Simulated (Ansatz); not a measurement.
# Zone-centre phonons of InP at -3 GPa: input and output

The calculation used DFT PBE, scalar-relativistic, plane waves, PAW in Ansatz.

Launched with:
```bash
ansatz run input.yaml --threads 1 --pin off --max-ram 3072MiB --backend cpu --events-out ev --progress --plain --runs-dir out
```

Input (bare energies are in eV):
```yaml
crystal:
  lattice:
    - [0.0, 2.8151029628, 2.8151029628]
    - [2.8151029628, 0.0, 2.8151029628]
    - [2.8151029628, 2.8151029628, 0.0]
  atoms:
    - { symbol: In, position: [0.0, 0.0, 0.0] }
    - { symbol: P, position: [0.5, 0.5, 0.5] }
basis:
  ecutwfc: 420
kpoints:
  mp_grid: { grid: [14, 14, 14] }
hamiltonian:
  xc: pbe
scf:
  occupations: { method: fermi_dirac, width: 0.15 }
output:
  eigenvalues: true
phonons:
  method: dfpt
  eigenvectors: true
```

The end of the output:
```
--- Phonons (Γ-DFPT): 2 representative perturbations + reference, on 244 of 2744 k-points (Σ response iterations 6) ---
  k mesh reduced under 8 symmetry operations, with k and −k counted as one. Each operation leaves every solved perturbation unchanged. A smaller set is not used because it would not reduce the number of displacements ...
  ASR residual: 7.669e-5 → 0.000e0 eV/Å²; symmetrization residual: 3.651e-6 eV/Å²
  ASR residual per site (eV/Å²): 1.41e-6 7.67e-5
  Γ frequencies (cm⁻¹): 0.00 0.00 0.00 121.73 121.73 121.73
  non-analytic LO–TO correction: not included (Born effective charges unavailable; polar crystals: no LO–TO splitting at Γ)
```

Time: 47 s on 1 thread of Arm Neoverse V1, on a shared host, peak memory 0.72 GiB.

In a metal, frequencies and elastic constants depend on the k mesh and the smearing, soft modes and shear constants most.

This rock-salt form isn't the usual stable structure of the compound at low pressure.